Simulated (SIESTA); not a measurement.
The system is Pd.

```xyz
1
Lattice="0.0000 1.9465 1.9465 1.9465 0.0000 1.9465 1.9465 1.9465 0.0000" Properties=species:S:1:pos:R:3 pbc="T T T"
Pd    0.0000    0.0000    0.0000
```

Base run:

* Program: SIESTA 5.4.2
* Functional: AM05
* Potentials or basis: PseudoDojo 0.4 standard (PBEsol files)
* Basis: DZP (energy shift 0.003 Ry; two zetas on semicore shells)
* Grid cutoff: 800 Ry
* Energy shift: 0.003 Ry
* k mesh: 12 × 12 × 12
* Occupations: fermi-dirac, width 0.05 eV
* Spin: no spin polarisation

Its results: band gap on the k mesh none (metal or under the smearing width); pressure -6.9 GPa.

Problem. After a change of settings the same cell gave: band gap on the k mesh none (metal or under the smearing width); pressure -7.7 GPa. Which change was it?
A. functional from AM05 to RPBE; potentials or basis from PseudoDojo 0.4 standard (PBEsol files) to PseudoDojo 0.4 standard (PBE files)
B. functional from AM05 to PBEsol
C. functional from AM05 to LDA; potentials or basis from PseudoDojo 0.4 standard (PBEsol files) to PseudoDojo 0.4 standard (LDA files)
D. functional from AM05 to WC

Solution. C.

Caveats: the basis of atomic orbitals isn't converged, which shifts pressures, moduli and gaps; the potentials were made for another functional, which shifts forces and pressure (some runs).

Runs at the PBE level aren't shown here.
